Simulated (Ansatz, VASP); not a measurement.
One calculation of Sb, two programs

The input INCAR:

```
SYSTEM = Sb
ALGO     = Normal         ! electronic algorithm
EDIFF    = 1E-6           ! SCF threshold, eV
ENCUT    = 520            ! plane-wave cutoff, eV
GGA      = CA             ! functional
ISIF     = 2              ! what is computed and relaxed
ISMEAR   = -1             ! smearing method
LASPH    = .True.         ! aspherical terms in the spheres
LCHARG   = .False.        ! write CHGCAR
LREAL    = .False.        ! projectors in reciprocal space
LWAVE    = .False.        ! write WAVECAR
NBANDS   = 8              ! bands
NELM     = 60             ! most SCF steps
PREC     = Accurate       ! precision mode
SIGMA    = 0.05           ! smearing width, eV
```

KPOINTS

```
k-points
0
Gamma
  8 8 8
  0 0 0
```

Contents of POSCAR:

```
Sb
1.0
    3.2015837161      0.0000000000      0.0000000000
    0.0000000000      3.2015837161      0.0000000000
    0.0000000000      0.0000000000      3.2015837161
Sb
1
Direct
    0.0000000000      0.0000000000      0.0000000000
```

input.yaml

```yaml
crystal:
  lattice:
    - [3.2015837161, 0.0, 0.0]
    - [0.0, 3.2015837161, 0.0]
    - [0.0, 0.0, 3.2015837161]
  atoms:
    - { symbol: Sb, position: [0.0, 0.0, 0.0] }
hamiltonian:
  xc: lda
  pseudopotentials: { kind: paw }
kpoints:
  mp_grid: { grid: [8, 8, 8] }
scf:
  occupations: { method: fermi_dirac, width: 0.05 }
output:
  forces: true
  stress: true
  eigenvalues: true
```

This isn't the form of Sb at room conditions, which is rhombohedral.

Alike in both runs: task single point; functional LDA; k mesh 8 × 8 × 8; occupations fermi-dirac, width 0.05 eV; no spin polarisation.

|  | VASP | Ansatz |
| --- | --- | --- |
| version | VASP 6.6.1 | Ansatz 0.2.0 |
| potentials or method | VASP PAW LDA potentials, release 64 (Sb) | Ansatz PAW |
| plane-wave cutoff (eV) | 520 | 420 |
| valence electrons in the cell | 5 | 15 |

Ansatz gave:

```
gap on the k mesh at the Fermi level (eV) : none
pressure (GPa)                            : -7.1
```

Problem. What did VASP give for the same quantities?

Solution. gap on the k mesh at the Fermi level (eV): none; pressure (GPa): -7.0.

A gap of «none» marks a metal or a gap that the smearing closes. The two sets of potentials don't hold the same shells in valence.

Caveats: the PAW data sets come from PBE, with cores solved anew for the run's functional, which leaves a small shift of forces and pressure (Ansatz). Spin-orbit coupling is left out, which matters for the levels of Sb.
